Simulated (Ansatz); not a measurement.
**MgI2: a single-point run**

Wanted: a converged single-point run for MgI2, and a check of what comes out. The structure is shown as the input types it. The cell is built on a prototype (CdCl2 type) and needn't be the phase found in nature.

Program: Ansatz 0.2.0. Level of theory: density functional or hybrid calculation with the settings of its input, plane waves (as first typed). These are calculated values, not measurements.

2 further runs of the same task are left out: 1 for a known fault of the program, 1 that didn't finish.

### 1 The structure to begin with

It takes space group R-3m (No. 166, trigonal). The conventional cell has a = 4.157 Å, b = 4.157 Å, c = 20.677 Å, α = 90.00°, β = 90.00°, γ = 120.00°. Around Mg (site symmetry -3m) lie 6 I at 2.92 Å. I (site symmetry 3m) is surrounded by 3 Mg at 2.92 Å.

As a file:

```xyz
3
Lattice="2.0787 1.2001 6.8923 -2.0787 1.2001 6.8923 0.0000 -2.4003 6.8923" Properties=species:S:1:pos:R:3 pbc="T T T"
Mg    0.0000    0.0000    0.0000
I     0.0000    0.0000    5.2248
I     0.0000    0.0000   15.4522
```

### 2 The run

input.yaml reads:

```yaml
crystal:
  lattice:
    - [2.0786779714, 1.2001252863, 6.8923459914]
    - [-2.0786779714, 1.2001252863, 6.8923459914]
    - [0.0, -2.4002505727, 6.8923459914]
  atoms:
    - { symbol: Mg, position: [0.0, 0.0, 0.0] }
    - { symbol: I, position: [0.2526882644, 0.2526882644, 0.2526882644] }
    - { symbol: I, position: [0.7473117356, 0.7473117356, 0.7473117356] }
kpoints:
  mp_grid: { grid: [6, 6, 6] }
hamiltonian:
  xc: pbesol
scf:
  occupations: { method: fixed }
  n_extra_bands: 4
  convergence: { dr2_threshold: 1.0e-20 }
  max_iter: 72
output:
  forces: true
  stress: true
  eigenvalues: true
```

Run with:

```
$ ansatz run input.yaml --threads 4 --pin off --max-ram 3686MiB --backend cpu --events-out ev --progress --plain --runs-dir out
```

**Question.** How will this run end, and is anything wrong with its input?

The program finished normally. That alone doesn't make the input a sound one.

In the input, scf.convergence.dr2_threshold is 1.0e-20. What could go wrong: threshold needlessly tight. Once met, so tight a threshold does no harm; it costs cycles.

Run again and compare: delete scf.convergence.dr2_threshold (the default then holds).
